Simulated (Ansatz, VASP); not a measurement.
**Two plane-wave programs on Re**

Contents of INCAR:

```
SYSTEM = Re
PREC     = Accurate       ! precision mode
ENCUT    = 520            ! plane-wave cutoff, eV
EDIFF    = 1E-7           ! SCF threshold, eV
ISMEAR   = -1             ! smearing method
SIGMA    = 0.05           ! smearing width, eV
LREAL    = .FALSE.        ! projectors in reciprocal space
LASPH    = .TRUE.         ! aspherical terms in the spheres
NELM     = 60             ! most SCF steps
ALGO     = Normal         ! electronic algorithm
ISIF     = 2              ! what is computed and relaxed
LWAVE    = .FALSE.        ! write WAVECAR
LCHARG   = .TRUE.         ! write CHGCAR
GGA      = PE             ! functional
LELF     = .TRUE.         ! ELF
LVHAR    = .TRUE.       
NBANDS   = 10             ! bands
```

The input KPOINTS:

```
regular mesh
0
G
  17 17 17
  0 0 0
```

File POSCAR:

```
Re
1.0
    0.0000000000      1.7380337600      1.7380337600
    1.7380337600      0.0000000000      1.7380337600
    1.7380337600      1.7380337600      0.0000000000
Re
1
Direct
    0.0000000000      0.0000000000      0.0000000000
```

Input for Ansatz:

```yaml
crystal:
  lattice:
    - [0.0, 1.73803376, 1.73803376]
    - [1.73803376, 0.0, 1.73803376]
    - [1.73803376, 1.73803376, 0.0]
  atoms:
    - { symbol: Re, position: [0.0, 0.0, 0.0] }
kpoints:
  mp_grid: { grid: [17, 17, 17] }
scf:
  occupations: { method: fermi_dirac, width: 0.05 }
hamiltonian:
  xc: pbe
  pseudopotentials: { kind: paw }
output:
  forces: true
  stress: true
  eigenvalues: true
  populations: true
```

Change from the starting cell: volume scaled by 0.7, PAW files.

Alike in both runs: task single point; functional PBE; k mesh 17 × 17 × 17; occupations fermi-dirac, width 0.05 eV; no spin polarisation.

```csv
,VASP,Ansatz
version,VASP 6.6.1,Ansatz 0.2.0
potentials or method,"VASP PAW PBE potentials, release 64 (Re)","PAW with Ansatz's default frozen-core files, scalar-relativistic"
plane-wave cutoff (eV),520,420
valence electrons in the cell,7,15
```

VASP gave:

| Item | Value |
| --- | --- |
| pressure (GPa) | 284.3 |

Problem. What did Ansatz give for the same quantities?

Solution. Pressure (GPa): 276.9.

The two sets of potentials don't hold the same shells in valence.

Caveats: the cell as given lies far from equilibrium; so large a pressure means that the cell lies far from this level's equilibrium, or that cutoff or potentials fall short (VASP). The runs have no spin-orbit coupling, so splittings on Re are missing.
